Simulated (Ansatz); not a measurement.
**Pt (omega type): how the settings move a single-point run**

Question: which choices in the input matter for Pt (omega type)?

Method: reference: DFT, PBE, all-electron LAPW, scalar-relativistic, in Ansatz 0.2.0.

## 1. The starting structure

It takes space group P6/mmm (No. 191, hexagonal). The conventional cell has a = 4.533 Å, b = 4.533 Å, c = 2.701 Å, α = 90.00°, β = 90.00°, γ = 120.00°. Around Pt (site symmetry 6/mmm) lie 14 Pt at 2.70 to 2.95 Å. Around Pt (site symmetry -6m2) lie 11 Pt at 2.62 to 2.95 Å.

Structure file:

```cif
data_structure
_symmetry_space_group_name_H-M 'P6/mmm'
_symmetry_Int_Tables_number 191
_cell_length_a 4.5334
_cell_length_b 4.5334
_cell_length_c 2.7014
_cell_angle_alpha 90.000
_cell_angle_beta 90.000
_cell_angle_gamma 120.000
_cell_volume 48.08
loop_
_atom_site_label
_atom_site_type_symbol
_atom_site_symmetry_multiplicity
_atom_site_Wyckoff_symbol
_atom_site_fract_x
_atom_site_fract_y
_atom_site_fract_z
_atom_site_occupancy
Pt1 Pt 1 a 0.00000 0.00000 0.00000 1
Pt2 Pt 2 d 0.33333 0.66667 0.50000 1
```

## 2. The reference run

Input file input.yaml:

```yaml
crystal:
  lattice:
    - [4.5334300498, 0.0, 0.0]
    - [-2.2667150249, 3.9260655894, 0.0]
    - [0.0, 0.0, 2.7013626256]
  atoms:
    - { symbol: Pt, position: [0.0, 0.0, 0.0] }
    - { symbol: Pt, position: [0.3333333333, 0.6666666667, 0.5] }
    - { symbol: Pt, position: [0.6666666667, 0.3333333333, 0.5] }
kpoints:
  mp_grid: { grid: [9, 9, 12] }
  band_path:
    path:
      - [0.0, 0.0, 0.0]
      - [0.5, 0.0, 0.0]
      - [0.3333333333, 0.3333333333, 0.0]
      - [0.0, 0.0, 0.0]
      - [0.0, 0.0, 0.5]
      - [0.5, 0.0, 0.5]
      - [0.3333333333, 0.3333333333, 0.5]
      - [0.0, 0.0, 0.5]
      - [0.5, 0.0, 0.5]
    npoints: 14
scf:
  occupations: { method: fermi_dirac, width: 0.08 }
hamiltonian:
  xc: pbe
  pseudopotentials: { kind: all_electron, lapw: { basis_error: 0.001 } }
output:
  forces: true
  stress: true
  eigenvalues: true
  populations: true
  dos: { projected: true, de: 0.2, e_range: [-14, 8] }
```

Launch:

```bash
> ansatz run input.yaml --threads 1 --pin off --max-ram 3072MiB --backend cpu --events-out ev --progress --plain --runs-dir out
```

## 3. Variant: mp_grid.grid [4, 4, 6]

input.yaml: that of step 2 with these lines changed.

```diff
@@ -10,3 +10,3 @@
 kpoints:
-  mp_grid: { grid: [9, 9, 12] }
+  mp_grid: { grid: [4, 4, 6] }
   band_path:
@@ -33,2 +33 @@
   populations: true
-  dos: { projected: true, de: 0.2, e_range: [-14, 8] }
```

What does the calculation give? Wanted: for each run, ending; energy change; pressure; gap; force.

The runs gave:

| run | ending | energy change | pressure (GPa) | gap (eV) | force (eV/Å) | cycles | time |
| --- | --- | --- | --- | --- | --- | --- | --- |
| reference | converged | 0 | 0.0 | 0.00 | 0.00 | 11 | 1.8 min |
| 1: mp_grid.grid [4, 4, 6] | converged | +3.3 meV/atom | 0.2 | 0.00 | 0.00 | 12 | 49 s |

Times don't compare one to one where runs were asked for different outputs or read a saved state (see the inputs); cycles may leave out searches for a lower state.

Residual by cycle in the longest SCF loop of each run; runs are numbered as in the table. The quantity is the density residual dr2, in eV.

```
cycle  reference    run 1
    1      0.581    0.598
    2      0.139    0.156
    3      0.194     0.21
    4     0.0445   0.0452
    5      0.018   0.0184
    6    0.00284  0.00286
    7     1.0e-4   1.3e-4
    8     1.0e-5   1.5e-5
    9     2.9e-6   2.7e-6
   10     1.8e-7   2.3e-7
   11     9.6e-8   1.0e-7
   12          -   1.9e-8
```

**Reading.** Changing the k-point mesh moves the energy by +3.3 meV/atom. Sampling errors of the energy have no fixed sign.
